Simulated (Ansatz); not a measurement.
Wanted: the native input for an Ansatz 0.2.0 run.

* Task: relaxation of cell and atoms
* Functional: PBEsol
* Potentials or basis: Ansatz PAW
* Cutoff: 420 eV (not typed: the program's choice for these potentials)
* k mesh: 8 × 8 × 8
* Occupations: fermi-dirac, width 0.05 eV
* Spin: collinear spin, ferromagnetic start
* Starting moments: [3.0, 3.0, 3.0, 0.0] μB
* Target pressure: 2 GPa
* Target pressure (GPa): 2

The system is AlFe3.

```
Fe Al
1.0
     0.00000    2.88714    2.88714
     2.88714    0.00000    2.88714
     2.88714    2.88714    0.00000
Fe Al
3 1
Direct
  0.75000 0.75000 0.75000
  0.25000 0.25000 0.25000
  0.50000 0.50000 0.50000
  0.00000 0.00000 0.00000
```

The cell comes from a database or a generator and needn't be the stable form of this composition.

One way to write it, as run:

input.yaml

```yaml
crystal:
  lattice:
    - [0.0, 2.8871421494, 2.8871421494]
    - [2.8871421494, 0.0, 2.8871421494]
    - [2.8871421494, 2.8871421494, 0.0]
  atoms:
    - { symbol: Fe, position: [0.75, 0.75, 0.75], spin: 3.0 }
    - { symbol: Fe, position: [0.25, 0.25, 0.25], spin: 3.0 }
    - { symbol: Fe, position: [0.5, 0.5, 0.5], spin: 3.0 }
    - { symbol: Al, position: [0.0, 0.0, 0.0] }
hamiltonian:
  xc: pbesol
  pseudopotentials: { kind: paw }
magnetization:
  spin_polarized: true
kpoints:
  mp_grid: { grid: [8, 8, 8] }
scf:
  occupations: { method: fermi_dirac, width: 0.05 }
output:
  forces: true
  stress: true
  eigenvalues: true
  write_density: true
  write_potential: true
  elf: true
  volumetric_format: npy
relax:
  f_tol: 0.01
  max_steps: 40
  cell: { stress_tol: 0.05, p_target: 2.0 }
```

Potentials or basis: Ansatz PAW.

The run is started by

```sh
$ ansatz run input.yaml --threads 2 --pin off --max-ram 5632MiB --backend cpu --events-out ev --progress --plain --runs-dir out
```

Results of the run:

- Relaxed volume: 11.20 Å³/atom
- Relaxed cell: a = 3.987 Å, b = 3.987 Å, c = 3.987 Å, α = 60.00°, β = 60.00°, γ = 60.00°
- Space group after relaxing (to 0.05 Å): Fm-3m (No. 225)
- Energy change on relaxing (the enthalpy is what falls): -21.4 meV/atom
- Ionic steps: 4
- Pressure after relaxing: 2.0 GPa
- Band gap on the k mesh: none (metal or under the smearing width)
- Net moment: 5.59 μB per cell
- Absolute moment: 6.09 μB per cell
- Site moments: Fe +1.75, +2.29; Al -0.07 μB

Caveat: the plane-wave basis is chosen anew once the cell has moved, so the energies of steps on either side of that aren't comparable; the PAW data sets come from PBE, with cores solved anew for the run's functional, which leaves a small shift of forces and pressure.

It took 21 s on 2 threads of Arm Neoverse V1, on a shared host, peak memory 0.39 GiB.
